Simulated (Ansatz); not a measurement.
# Magnetic orders of CoSn

All numbers below come from DFT PBE, scalar-relativistic, plane waves, PAW in Ansatz.

```xyz
2
Lattice="1.4819 1.4819 3.7072 1.4819 3.7072 1.4819 3.7072 1.4819 1.4819" Properties=species:S:1:pos:R:3 pbc="T T T"
Co    0.0000    0.0000    0.0000
Sn    3.3355    3.3355    3.3355
```

* plane-wave cutoff: 420 eV
* Γ-centred k-mesh: 18×18×18
* occupation rule: Gaussian smearing, 0.1 eV
* list of starting moments (μB, in atom order): 3.5 0
* check for lower electronic states after the SCF: off

All runs keep this geometry, which stands near equilibrium for the lowest state (largest force there 0.000 eV/Å, pressure 0.0 GPa) and needn't be a stable compound; relaxing each order can shift differences of a few meV. A propagation vector, in units of the reciprocal vectors, doubles the cell, which takes an equally dense mesh. Site moments are spin moments in atom-centred spheres that scale with the neighbour distance. The states are those that the runs reached from these starts; a lower one can exist.

Problem. Starts tried: no spin; large parallel starting moments; antiferromagnetic, doubled cell, propagation vector (0, 0, 1/2). Which state comes out lowest, and what are the moments?

Solution. All starts lose their moments; the cell is non-magnetic at this level.

```csv
start,ends,energy above lowest (meV/atom),site moments (μB),gap on mesh (eV),P (GPa)
no spin,non-magnetic,0.00,none over 0.05,metal,0.0
large parallel starting moments,non-magnetic,0.00,none over 0.05,metal,0.0
"antiferromagnetic, doubled cell, propagation vector (0, 0, 1/2)",non-magnetic,0.00,none over 0.05,metal,0.0
```

Cost: 3 runs of about 8.8 core-minutes in all, on Arm Neoverse V1 (shared hosts).